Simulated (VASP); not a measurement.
# TiO2 (Anatase) (I4_1/amd) in VASP: further runs

Runs on TiO2 (Anatase). Level: PBE. Tasks: single point.

Everything below comes from runs of VASP 6.6.1. Logs are shortened: lines on timing, memory, paths and dates and some standing lists are left out, and cuts for length are marked.

## 1. Starting point

The structure is tetragonal, space group I4_1/amd (No. 141). The conventional cell has a = 3.784 Å, b = 3.784 Å, c = 9.515 Å, α = 90.00°, β = 90.00°, γ = 90.00°. Ti (site symmetry -4m2) is surrounded by 6 O at 1.93 to 1.98 Å. O (site symmetry 2mm) is surrounded by 3 Ti at 1.93 to 1.98 Å.

## 2. Single point, PBE

Contents of INCAR:

```
SYSTEM = TiO2
ADDGRID = .FALSE.
ALGO = Normal
EDIFF = 1E-7
ENCUT = 520
GGA = PE
ISIF = 2
ISMEAR = 0
LASPH = .TRUE.
LCHARG = .FALSE.
LREAL = .FALSE.
LWAVE = .FALSE.
NELM = 100
PREC = Accurate
SIGMA = 0.05
```

Contents of KPOINTS:

```
k-points
0
G
  2 2 2
  0 0 0
```

Contents of POSCAR:

```
TiO2
1.0
   -1.8921000000      1.8921000000      4.7573000000
    1.8921000000     -1.8921000000      4.7573000000
    1.8921000000      1.8921000000     -4.7573000000
Ti O
2 4
Direct
    0.7500000000      0.2500000000      0.5000000000
    0.0000000000      0.0000000000      0.0000000000
    0.7919000000      0.7919000000      0.0000000000
    0.5419000000      0.0419000000      0.5000000000
    0.9581000000      0.4581000000      0.5000000000
    0.2081000000      0.2081000000      0.0000000000
```

Potentials or basis: VASP PAW PBE potentials, release 64 (Ti, O).

The run is started by

```console
cat potpaw_PBE.64/Ti/POTCAR potpaw_PBE.64/O/POTCAR > POTCAR
mpirun -np 1 vasp_std > vasp.out
```

OUTCAR:

```text
SYSTEM = TiO2
   EDIFF = 1E-7
   ENCUT = 520
   GGA = PE
   ISIF = 2
   ISMEAR = 0
   LASPH = .TRUE.
   LREAL = .FALSE.
   NELM = 100
   PREC = Accurate

 Found      4 irreducible k-points:

 Following reciprocal coordinates:
            Coordinates               Weight
  0.000000  0.000000  0.000000      1.000000
  0.500000  0.000000  0.000000      4.000000
  0.500000  0.500000  0.000000      2.000000
  0.500000  0.500000  0.500000      1.000000
   k-points           NKPTS =      4   k-points in BZ     NKDIM =      4   number of bands    NBANDS=     20
   number of dos      NEDOS =    301   number of ions     NIONS =      6
   total plane-waves  NPLWV =  74088
   dimension x,y,z NGX =    42 NGY =   42 NGZ =   42
   dimension x,y,z NGXF=    84 NGYF=   84 NGZF=   84
   ions per type =               2   4
   NGX,Y,Z   is equivalent  to a cutoff of  12.79, 12.79, 12.79 a.u.
   NGXF,Y,Z  is equivalent  to a cutoff of  25.58, 25.58, 25.58 a.u.
 SYSTEM =  TiO2
   PREC   = accura    normal or accurate (medium, high low for compatibility)
   ISTART =      0    job   : 0-new  1-cont  2-samecut
   ICHARG =      2    charge: 1-file 2-atom 10-const
   ISPIN  =      1    spin polarized calculation?
   LNONCOLLINEAR =      F non collinear calculations
   LSORBIT =      F    spin-orbit coupling
   LASPH  =      T    aspherical Exc in radial PAW
   ENCUT  =  520.0 eV  38.22 Ry    6.18 a.u.  10.15 10.15 10.15*2*pi/ulx,y,z
   NELM   =    100;   NELMIN=  2; NELMDL= -5     # of ELM steps
   EDIFF  = 0.1E-06   stopping-criterion for ELM
   LREAL  =      F    real-space projection
   EDIFFG = 0.1E-05   stopping-criterion for IOM
   NSW    =      0    number of steps for IOM
   IBRION =     -1    ionic relax: 0-MD 1-quasi-New 2-CG
   NFREE  =      0    steps in history (QN), initial steepest desc. (CG)
   ISIF   =      2    stress and relaxation
   ISYM   =      2    0-nonsym 1-usesym 2-fastsym
   POTIM  = 0.5000    time-step for ionic-motion
   TEBEG  =    0.0;   TEEND  =   0.0 temperature during run
   PSTRESS=    0.0 pullay stress
   NELECT =      32.0000    total number of electrons
   NUPDOWN=      -1.0000    fix difference up-down
   EMIN   =  10.00;   EMAX   =-10.00  energy-range for DOS
[... 5 lines left out ...]
     AMIX     =   0.40;   BMIX     =  1.00
     AMIX_MAG =   1.60;   BMIX_MAG =  1.00
  volume/ion in A,a.u.               =      11.35        76.62
  Fermi-wavevector in a.u.,A,eV,Ry     =   1.272590  2.404847 22.034444  1.619486
  Thomas-Fermi vector in A             =   2.405460
   LORBIT       =      0    0 simple, 1 ext, 2 COOP (PROOUT), +10 PAW based schemes
   GGA     = PE    functional components
   LHFCALC =     F    Hartree Fock is set to
   AEXX    =    0.0000 exact exchange contribution
   IVDW    =     0    specifies the selected vdW correction
   LEPSILON=     F    determine dielectric tensor
   LRPA    =     F    only Hartree local field effects (RPA)
 non-spin polarized calculation
 Gauss-broadening in eV      SIGMA  =   0.05
  energy-cutoff  :      520.00
  volume of cell :       68.13
 maximum number of plane-waves:      1850
 NGX is ok and might be reduce to    42
   NGX = 21   NGY = 21   NGZ = 21

 number of electron      31.9999990 magnetization

 Free energy of the ion-electron system (eV)
  ---------------------------------------------------
  ext. energy  EPLUGINS =         0.00000000
  ---------------------------------------------------
  free energy    TOTEN  =       -52.99876179 eV

  energy without entropy =      -52.99876179  energy(sigma->0) =      -52.99876179

 E-fermi :   0.9124     XC(G=0): -10.5267

 val. band max:        0.6685627941   @ k =   0.5000   0.5000   0.0000
 cond. band min:       2.6235909174   @ k =   0.0000   0.0000   0.0000
 fundamental gap:      1.9550281233
 Fermi energy:         0.9124126681

 k-point     1 :       0.0000    0.0000    0.0000
  band No.  band energies     occupation
      1     -16.9965      2.00000
      2     -15.9517      2.00000
      3     -15.9375      2.00000
      4     -15.4752      2.00000
      5      -3.2798      2.00000
      6      -3.1512      2.00000
[... 12 lines left out ...]
     19       4.4682      0.00000
     20       4.4738      0.00000

 k-point     2 :       0.5000    0.0000    0.0000
  band No.  band energies     occupation
      1     -16.4806      2.00000
      2     -15.7356      2.00000
      3     -15.6260      2.00000
      4     -15.5505      2.00000
      5      -3.7803      2.00000
      6      -3.5710      2.00000
[... 12 lines left out ...]
     19       4.0730      0.00000
     20       4.1558      0.00000

 k-point     3 :       0.5000    0.5000    0.0000
  band No.  band energies     occupation
      1     -15.7302      2.00000
      2     -15.7302      2.00000
      3     -15.4440      2.00000
      4     -15.4440      2.00000
      5      -3.7616      2.00000
      6      -3.7616      2.00000
[... 12 lines left out ...]
     19       4.3336      0.00000
     20       4.3336      0.00000

 k-point     4 :       0.5000    0.5000    0.5000
  band No.  band energies     occupation
      1     -16.4754      2.00000
      2     -16.4754      2.00000
      3     -15.7358      2.00000
      4     -15.7358      2.00000
      5      -3.0604      2.00000
      6      -3.0604      2.00000
[... 12 lines left out ...]
     19       4.2430      0.00000
     20       4.2430      0.00000

------------------------ aborting loop because EDIFF is reached ----------------------------------------

  FORCE on cell =-STRESS in cart. coord.  units (eV):
  Direction    XX          YY          ZZ          XY          YZ          ZX
  --------------------------------------------------------------------------------------
  -------------------------------------------------------------------------------------
  Total        1.4390705      1.4390705      6.5486390      0.0000000      0.0000000      0.0000000
  in kB       33.8441774     33.8441774    154.0114223      0.0000000      0.0000000      0.0000000
  external PRESSURE =      73.8999257 kB  Pullay stress =       0.0000000 kB

 VOLUME and BASIS-vectors are now :
 -----------------------------------------------------------------------------
  energy-cutoff  :      520.00
  volume of cell :       68.13
      direct lattice vectors                 reciprocal lattice vectors
    -1.892100000  1.892100000  4.757300000     0.000000000  0.264256646  0.105101633
     1.892100000 -1.892100000  4.757300000     0.264256646  0.000000000  0.105101633
     1.892100000  1.892100000 -4.757300000     0.264256646  0.264256646  0.000000000

 POSITION                                       TOTAL-FORCE (eV/Angst)
 -----------------------------------------------------------------------------------
      0.00000      1.89210      2.37865         0.000000      0.000000     -0.000000
      0.00000      0.00000      0.00000         0.000000      0.000000     -0.000000
      0.00000      0.00000      7.53461         0.000000     -0.000000      0.013424
      0.00000      1.89210      0.39866        -0.000000      0.000000      0.013424
      0.00000      1.89210      4.35864        -0.000000      0.000000     -0.013424
      0.00000      0.00000      1.97999         0.000000     -0.000000     -0.013424
 -----------------------------------------------------------------------------------
    total drift:                                0.000000      0.000000      0.000000

  FREE ENERGIE OF THE ION-ELECTRON SYSTEM (eV)
  ---------------------------------------------------
  free  energy   TOTEN  =       -52.9987617899 eV

  energy  without entropy=      -52.9987617899  energy(sigma->0) =      -52.99876179
```

Run time: 16 s. Hardware: 1 thread of Intel Xeon Platinum 8488C (Sapphire Rapids), shared host; peak memory 0.24 GiB.

The run converged, but some of its settings lie outside the range that counts as converged, so its numbers aren't taken as properties of the crystal.

What came out:

| Quantity | Value |
| --- | --- |
| Free energy | -52.9988 eV |
| Pressure | 7.4 GPa |
| Largest force | 0.013 eV/Å |
| Band gap on the k mesh | 1.96 eV, indirect (least direct gap 2.37 eV) |

Caveat: the k mesh is coarse (spacing up to 1.17 Å⁻¹), so the values aren't converged.

## 3. Single point, PBE

INCAR is that of step 2.

KPOINTS is that of step 2.

Contents of POSCAR:

```
TiO2
1.0
   -1.8921000000      1.8921000000      4.7573000000
    1.8921000000     -1.8921000000      4.7573000000
    1.8921000000      1.8921000000     -4.7573000000
Ti O
2 4
Direct
    0.7634100000      0.2505420000      0.5022120000
    0.0240310000     -0.0225460000     -0.0109780000
    0.8032660000      0.7916050000      0.0039110000
    0.5255800000      0.0234350000      0.4817660000
    0.9615640000      0.4693800000      0.5068500000
    0.1853180000      0.2146180000     -0.0384270000
```

Potentials or basis: VASP PAW PBE potentials, release 64 (Ti, O).

The run is started by

```console
cat potpaw_PBE.64/Ti/POTCAR potpaw_PBE.64/O/POTCAR > POTCAR
mpirun -np 1 vasp_std > vasp.out
```

Wall time 25 s (1 thread of Intel Xeon Platinum 8488C (Sapphire Rapids), shared host); peak memory 0.24 GiB.

These settings aren't checked as converged: the numbers below hold their error.

Results:

* Free energy: -52.5478 eV
* Pressure: 10.9 GPa
* Largest force: 3.053 eV/Å
* Band gap on the k mesh: 2.17 eV, indirect (least direct gap 2.61 eV)

Caveat: the k mesh is coarse (spacing up to 1.17 Å⁻¹), so the values aren't converged.
